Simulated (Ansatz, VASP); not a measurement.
One calculation of AlN, two programs

```
Al N
1.0
     0.00000    2.18399    2.18399
     2.18399    0.00000    2.18399
     2.18399    2.18399    0.00000
Al N
1 1
Direct
  0.89698 0.89698 0.03017
  0.75000 0.75000 0.75000
```

Alike in both runs: task single point; functional PBE; k mesh 10 × 10 × 10; occupations gaussian, width 0.05 eV; no spin polarisation.

|  | VASP | Ansatz |
| --- | --- | --- |
| version | VASP 6.6.1 | Ansatz 0.2.0 |
| potentials or method | VASP PAW PBE potentials, release 64 (Al, N) | scalar-relativistic, plane waves, PAW |
| plane-wave cutoff (eV) | 520 | 520 |
| valence electrons in the cell | 8 | 8 |

VASP gave:

```
gap on the k mesh at the Fermi level (eV) : 2.52
least direct gap on the mesh (eV)         : 3.06
rms of the force components (eV/Å)        : 10.017
```

Question: Which values does Ansatz return?

Answer: gap on the k mesh at the Fermi level (eV): 2.54; least direct gap on the mesh (eV): 3.06; rms of the force components (eV/Å): 9.992.

Atom by atom the forces differ by 0.025 eV/Å (rms over components). With one functional, cell and mesh, what is left measures potentials, basis and numerics.

Caveats: forces of over 1 eV/Å show positions far from the minimum, so gaps and moduli don't describe the material at rest. A k mesh can miss the band edges.
